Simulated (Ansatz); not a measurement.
## rocksalt-structured RbCl: a workflow

**The experiment.** The Crystallography Open Database holds a cell as deposited of cubic RbCl (space group Fm-3m), temperature not stated (1969, doi:10.1177/000271625731300103): a = 6.579 Å, 35.59 Å³/atom.

Computed with Ansatz (plane waves, PAW, 420 eV cutoff): PBE, scalar-relativistic, no spin polarisation, Γ-centred 10×10×10 mesh, 0.05 eV Gaussian smearing; PAW files: Ansatz's generated set soft_2.

The start was a prototype's sites filled with these elements; the Crystallography Open Database holds the compound in this structure.

The first cell, 0 % under the database's volume:

```cif
data_structure
_symmetry_space_group_name_H-M 'P 1'
_symmetry_Int_Tables_number 1
_cell_length_a 4.6455
_cell_length_b 4.6455
_cell_length_c 4.6455
_cell_angle_alpha 60.000
_cell_angle_beta 60.000
_cell_angle_gamma 60.000
_cell_volume 70.89
loop_
_atom_site_label
_atom_site_type_symbol
_atom_site_fract_x
_atom_site_fract_y
_atom_site_fract_z
_atom_site_occupancy
Rb1 Rb 0.50000 0.50000 0.50000 1
Cl1 Cl 0.00000 0.00000 0.00000 1
```

The first steps of the search for zero pressure:

```tsv
run	level	k-mesh	kind	V (Å³/atom)	P (GPa)	gap on the mesh (eV)
1	PBE	10×10×10	fixed cell	35.45	1.0	5.02
2	PBE	10×10×10	fixed cell	35.67	0.8	5.00
```

(1) At which volume does PBE reach zero pressure?

Answer:

(1) 37.56 Å³/atom, about 6.0 % over the start.

The steps that followed:

```tsv
run	level	k-mesh	kind	V (Å³/atom)	P (GPa)	E − E(final) (meV/atom)	gap on the mesh (eV)
3	PBE	10×10×10	fixed cell	37.56	0.0	0.0	4.84
```

The final structure (symmetry read at 0.01 Å). The structure is cubic, space group Fm-3m (No. 225). Conventional cell: a = 6.698 Å, b = 6.698 Å, c = 6.698 Å, α = 90.00°, β = 90.00°, γ = 90.00°. Rb (site symmetry m-3m) has 6 Cl at 3.35 Å as nearest neighbours. Around Cl (site symmetry m-3m) lie 6 Rb at 3.35 Å. (Shells end 15 % past the nearest neighbour.)

At the final geometry the gap, band path included, is 4.84 eV. The equation of state gives B0 = 14.2 GPa and B0′ = 5.0. The elastic tensor is positive definite (smallest eigenvalue 5.3 GPa). Against the elements' standard states, run alike and uncorrected, the formation energy is -1.99 eV/atom. 

**What lies behind the numbers.**

Formal charges Rb⁺, Cl⁻ balance and leave closed shells on every ion, so a band insulator is expected, and the gap is 4.84 eV.

Within 0.6 eV of the edges the projected states are 97 % Cl 3p at the top of the valence band and 83 % Rb 5s at the bottom of the conduction band. The lowest excitation takes an electron from Cl back to Rb, as in ionic insulators.

**Comparison.** The computed cell (6.698 Å, 37.56 Å³/atom) differs from the database's by +5.5 % in volume, about +1.8 % in length. PBE usually overestimates volumes, but by less than this. The static lattice also lacks zero-point motion and thermal expansion, roughly 2.3 to 5.8 % in volume at 300 K (room temperature assumed) by Grüneisen's rule, γ·3k_BT/(B0·V0) with γ of 1 to 2.5, so its own overestimate is larger than the figure. The database's entry may also be off.

Semilocal functionals underestimate band gaps, commonly by a third or more.
